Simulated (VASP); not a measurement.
# NbAs (I4_1md) in VASP: single point with r2SCAN

Aim: the single point of NbAs with r2SCAN.

Program: VASP 6.6.1. These are calculated values, not measurements. Logs are shortened: lines on timing, memory, paths and dates and some standing lists are left out, and cuts for length are marked.

### Step 1. The structure

The structure is tetragonal, space group I4_1md (No. 109). Conventional cell: a = 3.452 Å, b = 3.452 Å, c = 11.680 Å, α = 90.00°, β = 90.00°, γ = 90.00°. Nb (site symmetry 2mm) is surrounded by 6 As at 2.60 to 2.63 Å. Around As (site symmetry 2mm) lie 6 Nb at 2.60 to 2.63 Å.

### Step 2. Single point, r2SCAN

POSCAR

```
NbAs
1.0
   -1.7258500000      1.7258500000      5.8400000000
    1.7258500000     -1.7258500000      5.8400000000
    1.7258500000      1.7258500000     -5.8400000000
Nb As
2 2
Direct
    0.0000000000      0.0000000000      0.0000000000
    0.7500000000      0.2500000000      0.5000000000
    0.4160000000      0.4160000000      0.0000000000
    0.1660000000      0.6660000000      0.5000000000
```

INCAR.step1

```
PREC = Accurate
ENCUT = 520
ISMEAR = 0
SIGMA = 0.1
LREAL = False
LASPH = True
NELM = 100
NBANDS = 26
GGA = PE
ALGO = Normal
EDIFF = 1E-4
LWAVE = True
LCHARG = False
```

INCAR.step2

```
PREC = Accurate
ENCUT = 520
EDIFF = 1E-6
ISMEAR = 0
SIGMA = 0.1
LREAL = False
LASPH = True
NELM = 100
ALGO = Normal
ISIF = 2
LWAVE = False
LCHARG = True
METAGGA = R2SCAN
LMIXTAU = True
LELF = True
LVHAR = True
NBANDS = 26
ISTART = 1
```

KPOINTS

```
regular mesh
0
Gamma
  8 8 8
```

Potentials or basis: VASP PAW PBE potentials, release 64 (Nb_sv, As).

Started as:

```bash
$ cat potpaw_PBE.64/Nb_sv/POTCAR potpaw_PBE.64/As/POTCAR > POTCAR
$ cp INCAR.step1 INCAR
$ mpirun -np 1 vasp_std > vasp.out
$ cp INCAR.step2 INCAR
$ mpirun -np 1 vasp_std > vasp.out
```

OUTCAR:

```text
PREC = Accurate
   ENCUT = 520
   EDIFF = 1E-6
   ISMEAR = 0
   LREAL = False
   LASPH = True
   NELM = 100
   ISIF = 2
   METAGGA = R2SCAN
   ISTART = 1

 ion  position               nearest neighbor table
   1  0.000  0.000  0.000-   4 2.60   4 2.60   3 2.63   3 2.63   3 2.63   3 2.63
   2  0.750  0.250  0.500-   3 2.60   3 2.60   4 2.63   4 2.63   4 2.63   4 2.63
   3  0.416  0.416  0.000-   2 2.60   2 2.60   1 2.63   1 2.63   1 2.63   1 2.63
   4  0.166  0.666  0.500-   1 2.60   1 2.60   2 2.63   2 2.63   2 2.63   2 2.63

  LATTYP: Found a body centered tetragonal cell.
 ALAT       =     3.4517000000
 C/A-ratio  =     3.3838398470

  Lattice vectors:

 A1 = (  -1.7258500000,   1.7258500000,   5.8400000000)
 A2 = (   1.7258500000,  -1.7258500000,   5.8400000000)
 A3 = (   1.7258500000,   1.7258500000,  -5.8400000000)

Analysis of symmetry for initial positions (statically):
=====================================================================
 Subroutine PRICEL returns:
 Original cell was already a primitive cell.

 Routine SETGRP: Setting up the symmetry group for a
 body centered tetragonal supercell.

 Subroutine GETGRP returns: Found  8 space group operations
 (whereof  4 operations were pure point group operations)
 out of a pool of 16 trial point group operations.

The static configuration has the point symmetry C_2v.
 The point group associated with its full space group is C_4v.

Analysis of symmetry for dynamics (positions and initial velocities):
=====================================================================
 Subroutine PRICEL returns:
 Original cell was already a primitive cell.

 Routine SETGRP: Setting up the symmetry group for a
 body centered tetragonal supercell.

 Subroutine GETGRP returns: Found  8 space group operations
 (whereof  4 operations were pure point group operations)
 out of a pool of 16 trial point group operations.

The dynamic configuration has the point symmetry C_2v.
 The point group associated with its full space group is C_4v.

 Subroutine INISYM returns: Found  8 space group operations
 (whereof  4 operations are pure point group operations),
 and found     1 'primitive' translations

----------------------------------------------------------------------------------------

                                     Primitive cell

  volume of cell :      69.5791

  direct lattice vectors                    reciprocal lattice vectors
    -1.725850000  1.725850000  5.840000000     0.000000000  0.289712316  0.085616438
     1.725850000 -1.725850000  5.840000000     0.289712316  0.000000000  0.085616438
     1.725850000  1.725850000 -5.840000000     0.289712316  0.289712316  0.000000000

  length of vectors
     6.329511549  6.329511549  6.329511549     0.302098329  0.302098329  0.409715086

  position of ions in fractional coordinates (direct lattice)
     0.000000000  0.000000000  0.000000000
     0.750000000  0.250000000  0.500000000
     0.416000000  0.416000000  0.000000000
     0.166000000  0.666000000  0.500000000

  ion indices of the primitive-cell ions
   primitive index   ion index
                 1           1
                 2           2
                 3           3
                 4           4

----------------------------------------------------------------------------------------

 KPOINTS: regular mesh

Automatic generation of k-mesh.
 Grid dimensions read from file:
 generate k-points for:    8    8    8

 Generating k-lattice:

  Cartesian coordinates                     Fractional coordinates (reciprocal lattice)
     0.000000000  0.036214039  0.010702055     0.125000000 -0.000000000  0.000000000
     0.036214039  0.000000000  0.010702055    -0.000000000  0.125000000  0.000000000
     0.036214039  0.036214039  0.000000000     0.000000000  0.000000000  0.125000000

  Length of vectors
     0.037762291  0.037762291  0.051214386

  Shift w.r.t. Gamma in fractional coordinates (k-lattice)
     0.000000000  0.000000000  0.000000000

 Subroutine IBZKPT returns following result:
 ===========================================

 Found     59 irreducible k-points:

 Following reciprocal coordinates:
            Coordinates               Weight
  0.000000  0.000000  0.000000      1.000000
  0.125000 -0.000000  0.000000      8.000000
  0.250000 -0.000000  0.000000      8.000000
  0.375000 -0.000000  0.000000      8.000000
  0.500000 -0.000000  0.000000      4.000000
  0.125000  0.125000  0.000000      8.000000
[... 16 lines left out ...]
  0.250000  0.125000  0.125000     16.000000
  0.375000  0.125000  0.125000      8.000000
 [... further k-points ...]
   k-points           NKPTS =     59   k-points in BZ     NKDIM =     59   number of bands    NBANDS=     26
   number of dos      NEDOS =    301   number of ions     NIONS =      4
   total plane-waves  NPLWV = 110592
   dimension x,y,z NGX =    48 NGY =   48 NGZ =   48
   dimension x,y,z NGXF=    96 NGYF=   96 NGZF=   96
   ions per type =               2   2
   NGX,Y,Z   is equivalent  to a cutoff of  12.61, 12.61, 12.61 a.u.
   NGXF,Y,Z  is equivalent  to a cutoff of  25.21, 25.21, 25.21 a.u.
 SYSTEM =  unknown system
   PREC   = accura    normal or accurate (medium, high low for compatibility)
   ISTART =      1    job   : 0-new  1-cont  2-samecut
   ICHARG =      0    charge: 1-file 2-atom 10-const
   ISPIN  =      1    spin polarized calculation?
   LNONCOLLINEAR =      F non collinear calculations
   LSORBIT =      F    spin-orbit coupling
   LASPH  =      T    aspherical Exc in radial PAW
   ENCUT  =  520.0 eV  38.22 Ry    6.18 a.u.  11.77 11.77 11.77*2*pi/ulx,y,z
   NELM   =    100;   NELMIN=  2; NELMDL=  0     # of ELM steps
   EDIFF  = 0.1E-05   stopping-criterion for ELM
   LREAL  =      F    real-space projection
   EDIFFG = 0.1E-04   stopping-criterion for IOM
   NSW    =      0    number of steps for IOM
   IBRION =     -1    ionic relax: 0-MD 1-quasi-New 2-CG
   NFREE  =      0    steps in history (QN), initial steepest desc. (CG)
   ISIF   =      2    stress and relaxation
   ISYM   =      2    0-nonsym 1-usesym 2-fastsym
   POTIM  = 0.5000    time-step for ionic-motion
   TEBEG  =    0.0;   TEEND  =   0.0 temperature during run
   PSTRESS=    0.0 pullay stress
   NELECT =      36.0000    total number of electrons
   NUPDOWN=      -1.0000    fix difference up-down
   EMIN   =  10.00;   EMAX   =-10.00  energy-range for DOS
   EFERMI =   0.00;   METHOD = LEGACY
   ISMEAR =     0;   SIGMA  =   0.10  broadening in eV -4-tet -1-fermi 0-gaus
   EFERMI_NEDOS =   21; number of points for ismear=-14 and -15
   IALGO  =     38    algorithm
   IMIX   =      4    mixing-type and parameters
     AMIX     =   0.40;   BMIX     =  1.00
     AMIX_MAG =   1.60;   BMIX_MAG =  1.00
  volume/ion in A,a.u.               =      17.39       117.39
  Fermi-wavevector in a.u.,A,eV,Ry     =   1.314264  2.483599 23.501213  1.727290
  Thomas-Fermi vector in A             =   2.444529
   LORBIT       =      0    0 simple, 1 ext, 2 COOP (PROOUT), +10 PAW based schemes
   METAGGA = R2SCAN    functional components
   LHFCALC =     F    Hartree Fock is set to
   AEXX    =    0.0000 exact exchange contribution
   IVDW    =     0    specifies the selected vdW correction
   LEPSILON=     F    determine dielectric tensor
   LRPA    =     F    only Hartree local field effects (RPA)
 non-spin polarized calculation
 Gauss-broadening in eV      SIGMA  =   0.10
  energy-cutoff  :      520.00
  volume of cell :       69.58
 maximum number of plane-waves:      1894
   NGX = 23   NGY = 23   NGZ = 23

 number of electron      35.9999999 magnetization

 Free energy of the ion-electron system (eV)
  ---------------------------------------------------
  ext. energy  EPLUGINS =         0.00000000
  ---------------------------------------------------
  free energy    TOTEN  =       -82.24761113 eV

  energy without entropy =      -82.24255546  energy(sigma->0) =      -82.24508330

 E-fermi :   9.6417     XC(G=0): -12.6502

 val. band max:        9.6338135536   @ k =  -0.1250   0.3750   0.1250
 cond. band min:       9.6638097789   @ k =  -0.2500   0.5000   0.2500
 fundamental gap:      0.0299962252
 Fermi energy:         9.6416641212

 k-point     1 :       0.0000    0.0000    0.0000
  band No.  band energies     occupation
      1     -47.3973      2.00000
      2     -47.3655      2.00000
      3     -22.9171      2.00000
      4     -22.7949      2.00000
      5     -22.7949      2.00000
      6     -22.6327      2.00000
[... 18 lines left out ...]
     25      13.7697      0.00000
     26      13.7697      0.00000

 k-point     2 :       0.1250   -0.0000    0.0000
  band No.  band energies     occupation
      1     -47.3944      2.00000
      2     -47.3645      2.00000
      3     -22.9063      2.00000
      4     -22.8262      2.00000
      5     -22.7919      2.00000
      6     -22.6644      2.00000
[... 18 lines left out ...]
     25      13.9977      0.00000
     26      14.3837      0.00000

 k-point     3 :       0.2500   -0.0000    0.0000
  band No.  band energies     occupation
      1     -47.3873      2.00000
      2     -47.3623      2.00000
      3     -22.9253      2.00000
      4     -22.8550      2.00000
      5     -22.7846      2.00000
      6     -22.7336      2.00000
[... 18 lines left out ...]
     25      14.2953      0.00000
     26      15.4793      0.00000

 k-point     4 :       0.3750   -0.0000    0.0000
  band No.  band energies     occupation
      1     -47.3796      2.00000
      2     -47.3607      2.00000
      3     -22.9999      2.00000
      4     -22.8432      2.00000
      5     -22.7772      2.00000
      6     -22.7767      2.00000
[... 18 lines left out ...]
     25      14.2596      0.00000
     26      16.0178      0.00000

 k-point     5 :       0.5000   -0.0000    0.0000
  band No.  band energies     occupation
      1     -47.3760      2.00000
      2     -47.3604      2.00000
      3     -23.0322      2.00000
      4     -22.8575      2.00000
      5     -22.7742      2.00000
      6     -22.7689      2.00000
[... 18 lines left out ...]
     25      14.6276      0.00000
     26      15.9575      0.00000

 k-point     6 :       0.1250    0.1250    0.0000
  band No.  band energies     occupation
      1     -47.3911      2.00000
      2     -47.3640      2.00000
      3     -22.8912      2.00000
      4     -22.8292      2.00000
      5     -22.8170      2.00000
      6     -22.6644      2.00000
[... 427 lines left out ...]
 k-point    21 :       0.5000    0.5000    0.0000
  band No.  band energies     occupation
      1     -47.3553      2.00000
      2     -47.3553      2.00000
      3     -22.9907      2.00000
      4     -22.9907      2.00000
      5     -22.8088      2.00000
      6     -22.8088      2.00000
[... 18 lines left out ...]
     25      15.4050      0.00000
     26      15.4053      0.00000

 k-point    22 :       0.1250    0.1250    0.1250
  band No.  band energies     occupation
      1     -47.3786      2.00000
      2     -47.3580      2.00000
      3     -22.9087      2.00000
      4     -22.9029      2.00000
      5     -22.8157      2.00000
      6     -22.7300      2.00000
[... 18 lines left out ...]
     25      14.0546      0.00000
     26      15.3567      0.00000

 k-point    23 :       0.2500    0.1250    0.1250
  band No.  band energies     occupation
      1     -47.3709      2.00000
      2     -47.3564      2.00000
      3     -22.9803      2.00000
      4     -22.8940      2.00000
      5     -22.8109      2.00000
      6     -22.7594      2.00000
[... 18 lines left out ...]
     25      14.3581      0.00000
     26      15.5703      0.00000

 k-point    24 :       0.3750    0.1250    0.1250
  band No.  band energies     occupation
      1     -47.3673      2.00000
      2     -47.3562      2.00000
      3     -23.0115      2.00000
      4     -22.8899      2.00000
      5     -22.8294      2.00000
      6     -22.7487      2.00000
[... 18 lines left out ...]
     25      14.3006      0.00000
     26      15.7513      0.00000

 [... further k-points ...]

------------------------ aborting loop because EDIFF is reached ----------------------------------------

  FORCE on cell =-STRESS in cart. coord.  units (eV):
  Direction    XX          YY          ZZ          XY          YZ          ZX
  --------------------------------------------------------------------------------------
  -------------------------------------------------------------------------------------
  Total        0.5507246      0.5507246      1.3785930      0.0000000      0.0000000      0.0000000
  in kB       12.6813694     12.6813694     31.7444427      0.0000000      0.0000000      0.0000000
  external PRESSURE =      19.0357272 kB  Pullay stress =       0.0000000 kB

 VOLUME and BASIS-vectors are now :
 -----------------------------------------------------------------------------
  energy-cutoff  :      520.00
  volume of cell :       69.58
      direct lattice vectors                 reciprocal lattice vectors
    -1.725850000  1.725850000  5.840000000     0.000000000  0.289712316  0.085616438
     1.725850000 -1.725850000  5.840000000     0.289712316  0.000000000  0.085616438
     1.725850000  1.725850000 -5.840000000     0.289712316  0.289712316  0.000000000

 POSITION                                       TOTAL-FORCE (eV/Angst)
 -----------------------------------------------------------------------------------
      0.00000      0.00000      0.00000        -0.000000      0.000000     -0.280708
      0.00000      1.72585      2.92000         0.000000     -0.000000     -0.280708
      0.00000      0.00000      4.85888        -0.000000      0.000000      0.280708
      1.72585      0.00000      1.93888         0.000000     -0.000000      0.280708
 -----------------------------------------------------------------------------------
    total drift:                               -0.000000     -0.000000     -0.000306

  FREE ENERGIE OF THE ION-ELECTRON SYSTEM (eV)
  ---------------------------------------------------
  free  energy   TOTEN  =       -82.2476111340 eV

  energy  without entropy=      -82.2425554645  energy(sigma->0) =      -82.24508330
```

It took 18 min on 1 thread of AMD EPYC 7R13 (Zen 3), shared host; peak memory 0.37 GiB.

What came out:

- Free energy: -82.2476 eV
- Pressure: 1.9 GPa
- Largest force: 0.281 eV/Å
- Band gap on the k mesh: none (metal or under the smearing width)

Forces on the atoms (eV/Å):
```
Nb   0.000  0.000 -0.281
Nb   0.000  0.000 -0.281
As   0.000  0.000  0.281
As   0.000  0.000  0.281
```

Caveat: the PAW data sets were made with another functional, which shifts forces and pressure a little.
